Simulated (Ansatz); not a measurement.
## VH₂: do energies and stresses tell the same story?

Theory: DFT PBEsol, scalar-relativistic, plane waves, PAW in Ansatz.

Cutoff 420 eV; k points 18×18×18 on the computed 3-atom cell (Γ-centred); Gaussian smearing, width 0.10 eV; no spin polarisation.

Relaxed cell: Fm-3m, a = 4.164 Å, b = 4.164 Å, c = 4.164 Å, α = 90.00°, β = 90.00°, γ = 90.00°, 3 atoms in the primitive cell. Whether it is the stable form of this composition wasn't checked.

Energies at zero smearing and pressures from the stress tensor, at volumes with shape and atoms relaxed:
| V (Å³/atom) | E − E(first) (meV/atom) | P (GPa) |
| --- | --- | --- |
| 5.656 | 0.00 | 13.29 |
| 5.837 | -10.80 | 6.14 |
| 6.017 | -14.13 | 0.00 |
| 6.198 | -11.03 | -5.29 |
| 6.378 | -2.40 | -9.85 |

Task: Check P = −dE/dV between neighbouring volumes, and get the bulk modulus from the pressures alone.

Result: With 1 eV/Å³ = 160.2 GPa:
```csv
middle V (Å³/atom),−ΔE/ΔV (GPa),mean P (GPa)
5.747,9.587,9.714
5.927,2.956,3.070
6.108,-2.751,-2.646
6.288,-7.661,-7.568
```

The two differ by 0.13 GPa at most. The mean of two end pressures misses the average over a step by about ΔV² P″/12, up to 0.09 GPa here; with that taken off 0.04 GPa remains. The stress is the derivative of the free energy, not of the energy at zero smearing, and with free energies 0.00 GPa remains. Around V = 6.017 Å³/atom, the two neighbours give B = −V ΔP/ΔV = 6.017 × 11.43 / 0.361 = 190.5 GPa, against B0 = 189.9 GPa from the Birch–Murnaghan fit of the energies.

A ferromagnetic start lost its moments in a first run, so spin was left out; other magnetic orders weren't tried.